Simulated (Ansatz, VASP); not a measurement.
## Pt: VASP beside Ansatz

Contents of INCAR:

```
SYSTEM = Pt
PREC = Accurate ; ENCUT = 520
EDIFF = 1E-6 ; ISMEAR = 0
SIGMA = 0.1 ; LREAL = .FALSE.
LASPH = .TRUE. ; NELM = 60
ALGO = Normal ; ISIF = 2
LWAVE = .FALSE. ; LCHARG = .TRUE.
GGA = PS ; LELF = .TRUE.
LVHAR = .TRUE. ; NBANDS = 11
```

The input KPOINTS:

```
Automatic mesh
0
G
  15 15 15
  0 0 0
```

The input POSCAR:

```
Pt
1.0
    2.7704872835      0.0000000000      0.0000000000
   -1.3852436417      2.3993123684      0.0000000000
    1.3852436417      0.7997707895      2.2620933945
Pt
1
Direct
    0.0000000000      0.0000000000      0.0000000000
```

Input for Ansatz:

```yaml
crystal:
  lattice:
    - [2.7704872835, 0.0, 0.0]
    - [-1.3852436417, 2.3993123684, 0.0]
    - [1.3852436417, 0.7997707895, 2.2620933945]
  atoms:
    - { symbol: Pt, position: [0.0, 0.0, 0.0] }
basis:
  ecutwfc: 420
kpoints:
  mp_grid: { grid: [15, 15, 15] }
hamiltonian:
  xc: pbesol
scf:
  occupations: { method: gaussian, width: 0.1 }
output:
  forces: true
  stress: true
  eigenvalues: true
```

Alike in both runs: task single point; functional PBEsol; k mesh 15 × 15 × 15; occupations gaussian, width 0.1 eV; no spin polarisation.

|  | VASP | Ansatz |
| --- | --- | --- |
| version | VASP 6.6.1 | Ansatz 0.2.0 |
| potentials or method | VASP PAW PBE potentials, release 64 (Pt) | scalar-relativistic, plane waves, PAW |
| plane-wave cutoff (eV) | 520 | 420 |
| valence electrons in the cell | 10 | 18 |

|  | VASP | Ansatz | Ansatz less VASP |
| --- | --- | --- | --- |
| gap on the k mesh at the Fermi level (eV) | none | none | - |
| pressure (GPa) | -0.4 | 0.0 | +0.41 |

A gap of «none» marks a metal or a gap that the smearing closes. With one functional, cell and mesh, what is left measures potentials, basis and numerics. The two sets of potentials don't hold the same shells in valence.

Caveats: the PAW data sets were made with another functional, which shifts forces and pressure a little (VASP). The runs have no spin-orbit coupling, so splittings on Pt are missing.
